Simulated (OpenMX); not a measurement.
GaSb:

```
CELL_PARAMETERS angstrom
-1.55590 2.67500 2.89331
1.55590 -2.67500 2.89331
1.55590 2.67500 -2.89331
ATOMIC_POSITIONS crystal
Sb 0.50000 0.50000 0.00000
Ga 0.00000 0.00000 0.00000
```

Measurements of this composition are mostly on another form, of space group No. 216.

Base run:

* Program: OpenMX 3.8.5
* Functional: PBE
* Dispersion: D3(BJ)
* Potentials or basis: OpenMX 2013 PBE set, Sb7.0-s3p2d2, Ga7.0-s3p2d2, grid cutoff 500 Ry
* k mesh: 7 × 7 × 7
* Occupations: fermi-dirac, width 0.05 eV
* Spin: no spin polarisation

Its results: band gap on the k mesh none (metal or under the smearing width); pressure -0.7 GPa.

Problem. The run is repeated on the same cell with these changes: dispersion from D3(BJ) to none. What comes out?

Solution. Band gap on the k mesh none (metal or under the smearing width); pressure 1.9 GPa.

Dispersion adds attraction, which lowers the pressure at fixed volume and, as a term added to the energy, leaves the levels alone.

Caveats: the basis of atomic orbitals isn't converged, which shifts pressures, moduli and gaps; pairwise dispersion overbinds metals, which lowers pressure and volume (some runs).
